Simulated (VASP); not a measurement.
CsPbBr3, 5 atoms in the cell. It takes space group Pm-3m (No. 221, cubic). Conventional cell: a = 5.870 Å, b = 5.870 Å, c = 5.870 Å, α = 90.00°, β = 90.00°, γ = 90.00°. Pb (site symmetry m-3m) is surrounded by 6 Br at 2.94 Å. Around Cs (site symmetry m-3m) lie 12 Br at 4.15 Å. Br (site symmetry 4/mmm) is surrounded by 2 Pb at 2.94 Å. Measurements of this composition are mostly on another form, of space group No. 62.

| Quantity | Value |
| --- | --- |
| Program | VASP 6.6.1 |
| Task | band structure |
| Functional | r2SCAN |
| Potentials or basis | VASP PAW PBE potentials, release 64 (Pb_d, Cs_sv, Br) |
| Cutoff | 520 eV |
| k mesh | 6 × 6 × 6 |
| Occupations | gaussian, width 0.02 eV |
| Spin | no spin polarisation |
| Ladder | gaps |
| Further INCAR settings | ALGO = Normal; EDIFF = 1e-07 |

Potentials or basis: VASP PAW PBE potentials, release 64 (Pb_d, Cs_sv, Br).

Launch:

```sh
$ cat potpaw_PBE.64/Pb_d/POTCAR potpaw_PBE.64/Cs_sv/POTCAR potpaw_PBE.64/Br/POTCAR > POTCAR
$ mpirun -np 2 vasp_std > vasp.out
```

Hardware: 2 MPI ranks on Intel(R) Xeon(R) 6975P-C (Granite Rapids) (shared host).

Problem. How long does it take, and how much memory?

Solution. It took 6.8 min on 2 MPI ranks on Intel(R) Xeon(R) 6975P-C (Granite Rapids) (shared host), peak memory 0.46 GiB a rank. Counts: scf iterations 75, k points 20.
